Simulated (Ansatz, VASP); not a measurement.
Two plane-wave programs on K

```xyz
1
Lattice="4.3672 0.0000 0.0000 0.0000 4.3672 0.0000 0.0000 0.0000 4.3672" Properties=species:S:1:pos:R:3 pbc="T T T"
K     0.0000    0.0000    0.0000
```

Change from the starting cell: volume scaled by 1.04.

Alike in both runs: task single point; functional PBE; k mesh 6 × 6 × 6; occupations fermi-dirac, width 0.05 eV; no spin polarisation.

|  | VASP | Ansatz |
| --- | --- | --- |
| version | VASP 6.6.1 | Ansatz 0.2.0 |
| potentials or method | VASP PAW PBE potentials, release 64 (K_sv) | Ansatz PAW |
| plane-wave cutoff (eV) | 520 | 420 |
| valence electrons in the cell | 9 | 9 |

```csv
,VASP,Ansatz,Ansatz less VASP
gap on the k mesh at the Fermi level (eV),none,none,-
pressure (GPa),-0.1,-0.1,+0.01
```

A gap of «none» marks a metal or a gap that the smearing closes.
